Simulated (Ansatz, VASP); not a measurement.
BN in VASP and in Ansatz

The input INCAR:

```
PREC     = Accurate       # precision mode
ENCUT    = 520            # plane-wave cutoff, eV
EDIFF    = 1E-7           # SCF threshold, eV
ISMEAR   = 0              # smearing method
SIGMA    = 0.05           # smearing width, eV
LREAL    = F              # projectors in reciprocal space
LASPH    = T              # aspherical terms in the spheres
NELM     = 60             # most SCF steps
ALGO     = Normal         # electronic algorithm
ISIF     = 2              # what is computed and relaxed
LWAVE    = F              # write WAVECAR
LCHARG   = F              # write CHGCAR
GGA      = PE             # functional
NBANDS   = 16             # bands
```

Contents of KPOINTS:

```
regular mesh
0
Gamma
  12 12 6
```

POSCAR

```
BN
1.0
    2.4396239919      0.0000000000      0.0000000000
   -1.2198119959      2.1127763526      0.0000000000
    0.0000000000      0.0000000000      4.2245145363
B N
2 2
Direct
    0.6666666667      0.3333333333      0.9998058548
    0.3333333333      0.6666666667      0.4998058548
    0.6666666667      0.3333333333      0.6251941452
    0.3333333333      0.6666666667      0.1251941452
```

Input for Ansatz:

```yaml
crystal:
  lattice:
    - [2.4396239919, 0.0, 0.0]
    - [-1.2198119959, 2.1127763526, 0.0]
    - [0.0, 0.0, 4.2245145363]
  atoms:
    - { symbol: B, position: [0.6666666667, 0.3333333333, 0.9998058548] }
    - { symbol: B, position: [0.3333333333, 0.6666666667, 0.4998058548] }
    - { symbol: "N", position: [0.6666666667, 0.3333333333, 0.6251941452] }
    - { symbol: "N", position: [0.3333333333, 0.6666666667, 0.1251941452] }
basis:
  ecutwfc: 420
kpoints:
  mp_grid: { grid: [12, 12, 6] }
hamiltonian:
  xc: pbe
scf:
  occupations: { method: gaussian, width: 0.05 }
output:
  forces: true
  stress: true
  eigenvalues: true
```

Change from the starting cell: strain -0.0450 x Voigt [1, 1, 0, 0, 0, 0], atoms carried along.

Alike in both runs: task single point; functional PBE; k mesh 12 × 12 × 6; occupations gaussian, width 0.05 eV; no spin polarisation.

|  | VASP | Ansatz |
| --- | --- | --- |
| version | VASP 6.6.1 | Ansatz 0.2.0 |
| potentials or method | VASP PAW PBE potentials, release 64 (B, N) | scalar-relativistic, plane waves, PAW |
| plane-wave cutoff (eV) | 520 | 420 |
| valence electrons in the cell | 16 | 16 |

```tsv
	VASP	Ansatz	Ansatz less VASP
gap on the k mesh at the Fermi level (eV)	4.86	4.88	+0.019
least direct gap on the mesh (eV)	7.49	7.50	+0.006
pressure (GPa)	42.1	41.5	-0.52
largest component of the traceless stress (GPa)	35.52	35.26	-0.262
rms of the force components (eV/Å)	0.142	0.135	-0.0061
```

Atom by atom the forces differ by 0.006 eV/Å (rms over components).

Caveats: so large a pressure means that the cell lies far from this level's equilibrium, or that cutoff or potentials fall short (VASP). A k mesh can miss the band edges.
